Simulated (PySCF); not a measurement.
# Simulated absorption spectrum

Propionaldehyde, C₃H₆O.
Z-matrix (Å and degrees, GFN2-xTB geometry), rows numbered from 1:
```
C 
C   1  1.5220
C   2  1.5008  1  112.71
O   3  1.1973  2  125.92  1    -0.33
H   1  1.0867  2  110.66  3  -179.78
H   1  1.0869  2  110.18  3    59.71
H   1  1.0869  2  110.10  3   -59.31
H   2  1.0938  1  110.98  3   120.69
H   2  1.0939  1  111.01  3  -120.72
H   3  1.1101  2  113.06  1   179.65
```

Computed with TDDFT CAM-B3LYP/def2-SVPD, vertical, gas phase, core orbitals frozen in the response in PySCF 2.14.0, density-fitted response routines.

Computed states:

| state | E (eV) | f |
| --- | --- | --- |
| S1 | 4.41 | 0.0002 |
| S2 | 7.23 | 0.019 |
| S3 | 8.12 | 0.069 |
| S4 | 8.46 | 0.0072 |
| S5 | 8.59 | 0.0001 |
| S6 | 8.71 | 0.011 |
| S7 | 8.73 | 0.121 |
| S8 | 8.96 | 0.0004 |

Broadening: Gaussians 0.25 eV wide at half height, area fixed by f = 4.319×10⁻⁹ ∫ε dν̃. The width is an assumption, not a result. The curve ends short of the highest state used, and states not computed would add to its high-energy end.

(1) Give the broadened spectrum and its maxima.

(2) Does any computed singlet lie in the visible range?

(3) On this curve, what absorbance would a 10⁻³ mol/L sample give at 266 nm over a 1 cm path?

(4) Coming from long wavelengths, where does ε first pass 100 L mol⁻¹ cm⁻¹?

Results:

(1) 
(E (eV), ε (L mol⁻¹ cm⁻¹)): (4.03, 0), (4.18, 2), (4.33, 18), (4.48, 18), (4.63, 2), (4.78, 0), (4.93, 0), (5.08, 0), (5.23, 0), (5.38, 0), (5.52, 0), (5.67, 0), (5.82, 0), (5.97, 0), (6.12, 0), (6.27, 0), (6.42, 0), (6.57, 0), (6.72, 0), (6.87, 6), (7.02, 267), (7.17, 1678), (7.32, 1430), (7.47, 166), (7.62, 3), (7.77, 28), (7.92, 1173), (8.07, 6565), (8.22, 5046), (8.36, 1155)

Maxima: 281 nm (4.41 eV), ε about 23, made up of S1 (100%); 171 nm (7.23 eV), ε about 2000, made up of S2 (100%); 153 nm (8.12 eV), ε about 7500, made up of S3 (100%) (ε in L mol⁻¹ cm⁻¹; maxima over ε = 5, shares over 10%).

(2) No computed singlet lies in the visible range (380 to 750 nm); the lowest, at 281 nm, stands 1.14 eV above its violet end (3.26 eV).

(3) 266 nm is 4.661 eV, where ε is about 1.2 L mol⁻¹ cm⁻¹, so A = ε c l ≈ 0.0012 (Beer–Lambert, with the gas-phase spectrum and the assumed width).

(4) At about 178 nm (6.97 eV), 2.57 eV above S1.

Hardware: one thread of an x86-64 server, on a shared host. Cost: 8.0 s of wall time.

One conformer stands for the species.
